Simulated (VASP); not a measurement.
# Sb (Pm-3m) in VASP: settings compared

One crystal, Sb, is run at these levels: PBE, PBEsol, LDA; tasks: single point, relaxation of cell and atoms.

All numbers are computed with VASP 6.6.1; they aren't measurements. Logs are shortened: lines on timing, memory, paths and dates and some standing lists are left out, and cuts for length are marked.

### 1 Starting point

The structure is cubic, space group Pm-3m (No. 221). The conventional cell has a = 3.160 Å, b = 3.160 Å, c = 3.160 Å, α = 90.00°, β = 90.00°, γ = 90.00°. Sb (site symmetry m-3m) is surrounded by 6 Sb at 3.16 Å.

This isn't the form of Sb at room conditions, which is rhombohedral.

### 2 Single point, PBE

The input, run.py:

```python
from ase.calculators.vasp import Vasp
from ase.dft.bandgap import bandgap
from ase.spacegroup import crystal

atoms = crystal(
    ['Sb'],
    basis=[[0.0, 0.0, 0.0]],
    spacegroup=221,
    setting=1,
    cellpar=[3.16, 3.16, 3.16, 90.0, 90.0, 90.0],
    primitive_cell=True,
)
calc = Vasp(
    directory='calc',
    xc='pbe',
    pp='PBE',
    setups='minimal',
    prec='Accurate',
    encut=500,
    ediff=1e-06,
    ismear=0,
    sigma=0.1,
    lreal=False,
    lasph=True,
    nelm=100,
    algo='Fast',
    isif=2,
    lwave=False,
    lcharg=False,
    kpts=[8, 8, 8],
    gamma=True,
    nbands=8,
)
atoms.calc = calc

print('energy (eV):', atoms.get_potential_energy())
print('free energy (eV):', atoms.get_potential_energy(force_consistent=True))
print('forces (eV/A):')
print(atoms.get_forces())
print('stress (eV/A^3, Voigt):', atoms.get_stress())
print('Fermi level (eV):', calc.get_fermi_level())
gap, top, bottom = bandgap(calc)
print('band gap (eV):', gap, 'from (spin, k, band)', top, 'to', bottom)
```

Potentials or basis: VASP PAW PBE potentials, release 64 (Sb).

Launch:

```bash
$ python run.py
```

Standard output:

```text
energy (eV): -4.06520348
free energy (eV): -4.06785976
forces (eV/A):
[[0. 0. 0.]]
stress (eV/A^3, Voigt): [ 0.01432632  0.01432632  0.01432632  0.          0.         -0.        ]
Fermi level (eV): 6.39211006
band gap (eV): 0.0 from (spin, k, band) (None, None, None) to (None, None, None)
```

OUTCAR:

```text
ENCUT = 500.000000
   EDIFF = 1.00e-06
   GGA = PE
   PREC = Accurate
   ISIF = 2
   ISMEAR = 0
   NELM = 100
   LASPH = .TRUE.
   LREAL = .FALSE.

 ion  position               nearest neighbor table
   1  0.000  0.000  0.000-

  LATTYP: Found a simple cubic cell.
 ALAT       =     3.1600000000

  Lattice vectors:

 A1 = (   3.1600000000,   0.0000000000,   0.0000000000)
 A2 = (   0.0000000000,   3.1600000000,   0.0000000000)
 A3 = (   0.0000000000,   0.0000000000,   3.1600000000)

Analysis of symmetry for initial positions (statically):
=====================================================================
 Subroutine PRICEL returns:
 Original cell was already a primitive cell.

 Routine SETGRP: Setting up the symmetry group for a
 simple cubic supercell.

 Subroutine GETGRP returns: Found 48 space group operations
 (whereof 48 operations were pure point group operations)
 out of a pool of 48 trial point group operations.

The static configuration has the point symmetry O_h .

Analysis of symmetry for dynamics (positions and initial velocities):
=====================================================================
 Subroutine PRICEL returns:
 Original cell was already a primitive cell.

 Routine SETGRP: Setting up the symmetry group for a
 simple cubic supercell.

 Subroutine GETGRP returns: Found 48 space group operations
 (whereof 48 operations were pure point group operations)
 out of a pool of 48 trial point group operations.

The dynamic configuration has the point symmetry O_h .

 Subroutine INISYM returns: Found 48 space group operations
 (whereof 48 operations are pure point group operations),
 and found     1 'primitive' translations

----------------------------------------------------------------------------------------

                                     Primitive cell

  volume of cell :      31.5545

  direct lattice vectors                    reciprocal lattice vectors
     3.160000000  0.000000000  0.000000000     0.316455696  0.000000000  0.000000000
     0.000000000  3.160000000  0.000000000     0.000000000  0.316455696  0.000000000
     0.000000000  0.000000000  3.160000000     0.000000000  0.000000000  0.316455696

  length of vectors
     3.160000000  3.160000000  3.160000000     0.316455696  0.316455696  0.316455696

  position of ions in fractional coordinates (direct lattice)
     0.000000000  0.000000000  0.000000000

  ion indices of the primitive-cell ions
   primitive index   ion index
                 1           1

----------------------------------------------------------------------------------------

 KPOINTS: KPOINTS created by Atomic Simulation Env

Automatic generation of k-mesh.
 Grid dimensions read from file:
 generate k-points for:    8    8    8

 Generating k-lattice:

  Cartesian coordinates                     Fractional coordinates (reciprocal lattice)
     0.039556962  0.000000000  0.000000000     0.125000000  0.000000000  0.000000000
     0.000000000  0.039556962  0.000000000     0.000000000  0.125000000  0.000000000
     0.000000000  0.000000000  0.039556962     0.000000000  0.000000000  0.125000000

  Length of vectors
     0.039556962  0.039556962  0.039556962

  Shift w.r.t. Gamma in fractional coordinates (k-lattice)
     0.000000000  0.000000000  0.000000000

 Subroutine IBZKPT returns following result:
 ===========================================

 Found     35 irreducible k-points:

 Following reciprocal coordinates:
            Coordinates               Weight
  0.000000  0.000000  0.000000      1.000000
  0.125000  0.000000  0.000000      6.000000
  0.250000  0.000000  0.000000      6.000000
  0.375000  0.000000  0.000000      6.000000
  0.500000  0.000000  0.000000      3.000000
  0.125000  0.125000  0.000000     12.000000
[... 27 lines left out ...]
  0.500000  0.500000  0.375000      6.000000
  0.500000  0.500000  0.500000      1.000000
   k-points           NKPTS =     35   k-points in BZ     NKDIM =     35   number of bands    NBANDS=      8
   number of dos      NEDOS =    301   number of ions     NIONS =      1
   total plane-waves  NPLWV =  13824
   dimension x,y,z NGX =    24 NGY =   24 NGZ =   24
   dimension x,y,z NGXF=    48 NGYF=   48 NGZF=   48
   ions per type =               1
   NGX,Y,Z   is equivalent  to a cutoff of  12.63, 12.63, 12.63 a.u.
   NGXF,Y,Z  is equivalent  to a cutoff of  25.25, 25.25, 25.25 a.u.
 SYSTEM =  unknown system
   PREC   = accura    normal or accurate (medium, high low for compatibility)
   ISTART =      0    job   : 0-new  1-cont  2-samecut
   ICHARG =      2    charge: 1-file 2-atom 10-const
   ISPIN  =      1    spin polarized calculation?
   LNONCOLLINEAR =      F non collinear calculations
   LSORBIT =      F    spin-orbit coupling
   LASPH  =      T    aspherical Exc in radial PAW
   ENCUT  =  500.0 eV  36.75 Ry    6.06 a.u.   5.76  5.76  5.76*2*pi/ulx,y,z
   NELM   =    100;   NELMIN=  2; NELMDL= -5     # of ELM steps
   EDIFF  = 0.1E-05   stopping-criterion for ELM
   LREAL  =      F    real-space projection
   EDIFFG = 0.1E-04   stopping-criterion for IOM
   NSW    =      0    number of steps for IOM
   IBRION =     -1    ionic relax: 0-MD 1-quasi-New 2-CG
   NFREE  =      0    steps in history (QN), initial steepest desc. (CG)
   ISIF   =      2    stress and relaxation
   ISYM   =      2    0-nonsym 1-usesym 2-fastsym
   POTIM  = 0.5000    time-step for ionic-motion
   TEBEG  =    0.0;   TEEND  =   0.0 temperature during run
   PSTRESS=    0.0 pullay stress
   NELECT =       5.0000    total number of electrons
   NUPDOWN=      -1.0000    fix difference up-down
   EMIN   =  10.00;   EMAX   =-10.00  energy-range for DOS
   EFERMI =   0.00;   METHOD = LEGACY
   ISMEAR =     0;   SIGMA  =   0.10  broadening in eV -4-tet -1-fermi 0-gaus
   EFERMI_NEDOS =   21; number of points for ismear=-14 and -15
   IALGO  =     68    algorithm
   IMIX   =      4    mixing-type and parameters
     AMIX     =   0.40;   BMIX     =  1.00
     AMIX_MAG =   1.60;   BMIX_MAG =  1.00
  volume/ion in A,a.u.               =      31.55       212.94
  Fermi-wavevector in a.u.,A,eV,Ry     =   0.885886  1.674081 10.677766  0.784794
  Thomas-Fermi vector in A             =   2.006979
   LORBIT       =      0    0 simple, 1 ext, 2 COOP (PROOUT), +10 PAW based schemes
   GGA     = PE    functional components
   LHFCALC =     F    Hartree Fock is set to
   AEXX    =    0.0000 exact exchange contribution
   IVDW    =     0    specifies the selected vdW correction
   LEPSILON=     F    determine dielectric tensor
   LRPA    =     F    only Hartree local field effects (RPA)
 non-spin polarized calculation
 RMM-DIIS sequential band-by-band and
 Gauss-broadening in eV      SIGMA  =   0.10
  energy-cutoff  :      500.00
  volume of cell :       31.55
 maximum number of plane-waves:       840
 NGX is ok and might be reduce to    24
   NGX = 11   NGY = 11   NGZ = 11

 number of electron       5.0000001 magnetization

 Free energy of the ion-electron system (eV)
  ---------------------------------------------------
  ext. energy  EPLUGINS =         0.00000000
  ---------------------------------------------------
  free energy    TOTEN  =        -4.06785976 eV

  energy without entropy =       -4.06254720  energy(sigma->0) =       -4.06520348

 E-fermi :   6.3921     XC(G=0):  -9.3890

 val. band max:        6.3845764186   @ k =   0.3750   0.2500   0.1250
 cond. band min:       6.6205227084   @ k =   0.2500   0.2500   0.2500
 fundamental gap:      0.2359462898
 Fermi energy:         6.3921100584

 k-point     1 :       0.0000    0.0000    0.0000
  band No.  band energies     occupation
      1      -5.5254      2.00000
      2       9.5670      0.00000
      3       9.5670      0.00000
      4       9.5670      0.00000
      5      13.3115      0.00000
      6      13.3115      0.00000
      7      14.3654      0.00000
      8      23.7584      0.00000
[... 364 lines left out ...]
 k-point    35 :       0.5000    0.5000    0.5000
  band No.  band energies     occupation
      1       1.5960      2.00000
      2       4.9344      2.00000
      3       4.9344      2.00000
      4       4.9344      2.00000
      5      11.3569      0.00000
      6      11.3569      0.00000
      7      11.3569      0.00000
      8      13.5200      0.00000

------------------------ aborting loop because EDIFF is reached ----------------------------------------

  FORCE on cell =-STRESS in cart. coord.  units (eV):
  Direction    XX          YY          ZZ          XY          YZ          ZX
  --------------------------------------------------------------------------------------
  -------------------------------------------------------------------------------------
  Total       -0.4520596     -0.4520596     -0.4520596      0.0000000      0.0000000     -0.0000000
  in kB      -22.9532945    -22.9532945    -22.9532945      0.0000000      0.0000000     -0.0000000
  external PRESSURE =     -22.9532945 kB  Pullay stress =       0.0000000 kB

 VOLUME and BASIS-vectors are now :
 -----------------------------------------------------------------------------
  energy-cutoff  :      500.00
  volume of cell :       31.55
      direct lattice vectors                 reciprocal lattice vectors
     3.160000000  0.000000000  0.000000000     0.316455696  0.000000000  0.000000000
     0.000000000  3.160000000  0.000000000     0.000000000  0.316455696  0.000000000
     0.000000000  0.000000000  3.160000000     0.000000000  0.000000000  0.316455696

 POSITION                                       TOTAL-FORCE (eV/Angst)
 -----------------------------------------------------------------------------------
      0.00000      0.00000      0.00000         0.000000      0.000000      0.000000
 -----------------------------------------------------------------------------------
    total drift:                                0.000000      0.000000      0.000000

  FREE ENERGIE OF THE ION-ELECTRON SYSTEM (eV)
  ---------------------------------------------------
  free  energy   TOTEN  =        -4.0678597649 eV

  energy  without entropy=       -4.0625471957  energy(sigma->0) =       -4.06520348
```

INCAR:

```text
ENCUT = 500.000000
SIGMA = 0.100000
EDIFF = 1.00e-06
ALGO = Fast
GGA = PE
PREC = Accurate
ISIF = 2
ISMEAR = 0
NBANDS = 8
NELM = 100
LASPH = .TRUE.
LCHARG = .FALSE.
LWAVE = .FALSE.
LREAL = .FALSE.
```

Wall time 4.3 s (1 thread of AMD EPYC 9R45 (Zen 5), shared host); peak memory 0.1 GiB.

Results:

- Free energy: -4.0679 eV
- Pressure: -2.3 GPa
- Band gap on the k mesh: none (metal or under the smearing width)

Spin-orbit coupling is left out, which matters for the levels of Sb.

### 3 Relaxation of cell and atoms, PBEsol (volume scaled by 0.96)

The input, INCAR:

```
SYSTEM = Sb
ALGO     = Normal         ! electronic algorithm
EDIFF    = 1E-6           ! SCF threshold, eV
EDIFFG   = -0.02          ! ionic threshold
ENCUT    = 680            ! plane-wave cutoff, eV
GGA      = PS             ! functional
IBRION   = 2              ! ionic algorithm
ISIF     = 3              ! what is computed and relaxed
ISMEAR   = -1             ! smearing method
LASPH    = .TRUE.         ! aspherical terms in the spheres
LCHARG   = .FALSE.        ! write CHGCAR
LREAL    = .FALSE.        ! projectors in reciprocal space
LWAVE    = .FALSE.        ! write WAVECAR
NELM     = 80             ! most SCF steps
NSW      = 40             ! ionic steps
PREC     = Accurate       ! precision mode
SIGMA    = 0.05           ! smearing width, eV
```

The input, Sb.cif:

```cif
data_Sb
_cell_length_a 3.11729206
_cell_length_b 3.11729206
_cell_length_c 3.11729206
_cell_angle_alpha 90.00000000
_cell_angle_beta 90.00000000
_cell_angle_gamma 90.00000000
_space_group_name_H-M_alt 'Pm-3m'
_space_group_name_Hall '-P 4 2 3'
_space_group_IT_number 221
loop_
_space_group_symop_operation_xyz
'x,y,z'
'-x,-y,-z'
'-y,x,z'
'y,-x,-z'
'-x,-y,z'
'x,y,-z'
'y,-x,z'
'-y,x,-z'
'x,-y,-z'
'-x,y,z'
'-y,-x,-z'
'y,x,z'
'-x,y,-z'
'x,-y,z'
'y,x,-z'
'-y,-x,z'
'z,x,y'
'-z,-x,-y'
'z,-y,x'
'-z,y,-x'
'z,-x,-y'
'-z,x,y'
'z,y,-x'
'-z,-y,x'
'-z,x,-y'
'z,-x,y'
'-z,-y,-x'
'z,y,x'
'-z,-x,y'
'z,x,-y'
'-z,y,x'
'z,-y,-x'
'y,z,x'
'-y,-z,-x'
'x,z,-y'
'-x,-z,y'
'-y,z,-x'
'y,-z,x'
'-x,z,y'
'x,-z,-y'
'-y,-z,x'
'y,z,-x'
'-x,-z,-y'
'x,z,y'
'y,-z,-x'
'-y,z,x'
'x,-z,y'
'-x,z,-y'
loop_
_atom_site_label
_atom_site_type_symbol
_atom_site_symmetry_multiplicity
_atom_site_Wyckoff_symbol
_atom_site_fract_x
_atom_site_fract_y
_atom_site_fract_z
_atom_site_occupancy
Sb1 Sb 1 a 0.0000000000 0.0000000000 0.0000000000 1
```

The input, KPOINTS:

```
k-points
0
G
  9 9 9
  0 0 0
```

The input, POSCAR:

```
Sb
 1.0000000000000000
     3.1172920600000000    0.0000000000000000    0.0000000000000000
     0.0000000000000000    3.1172920600000000    0.0000000000000000
     0.0000000000000000    0.0000000000000000    3.1172920600000000
 Sb 
   1
Cartesian
  0.0000000000000000  0.0000000000000000  0.0000000000000000
```

Potentials or basis: VASP PAW PBE potentials, release 64 (Sb_d_GW).

Launch:

```bash
$ ase convert -i cif -o vasp Sb.cif POSCAR
$ cat potpaw_PBE.64/Sb_d_GW/POTCAR > POTCAR
$ mpirun -np 1 vasp_std > vasp.out
```

It took 23 s on 1 thread of AMD EPYC 9R45 (Zen 5), shared host; peak memory 0.15 GiB.

Results (log left out):

| Item | Value |
| --- | --- |
| Free energy | -4.5587 eV |
| Relaxed volume | 28.51 Å³/atom |
| Relaxed cell | a = 3.055 Å, b = 3.055 Å, c = 3.055 Å, α = 90.00°, β = 90.00°, γ = 90.00° |
| Space group after relaxing (to 0.05 Å) | Pm-3m (No. 221) |
| Energy gained by relaxing | 18.8 meV/atom |
| Ionic steps | 3 |
| Pressure after relaxing | 0.0 GPa |
| Band gap on the k mesh | none (metal or under the smearing width) |

Step by step:
| step | energy change (eV) | largest force (eV/Å) | pressure (GPa) | volume (Å³) |
| --- | --- | --- | --- | --- |
| 1 | 0.0000 | 0.0000 | -3.21 | 30.29 |
| 2 | -0.0143 | 0.0000 | 1.82 | 27.71 |
| 3 | -0.0188 | 0.0000 | 0.01 | 28.51 |

Final structure:
```
CELL_PARAMETERS angstrom
3.05501 0.00000 0.00000
0.00000 3.05501 0.00000
0.00000 0.00000 3.05501
ATOMIC_POSITIONS crystal
Sb 0.00000 0.00000 0.00000
```

Levels at points of the mesh, in eV from the Fermi level:
```tsv
k point	band 5	band 6	band 7	band 8	band 9	band 10
(0.00, 0.00, 0.00)	-29.11	-12.90	3.23	3.23	3.23	7.07
```

Caveat: the PAW data sets were made with another functional, which shifts forces and pressure a little. Spin-orbit coupling is left out, which matters for the levels of Sb.

[end of part 1 of 3]
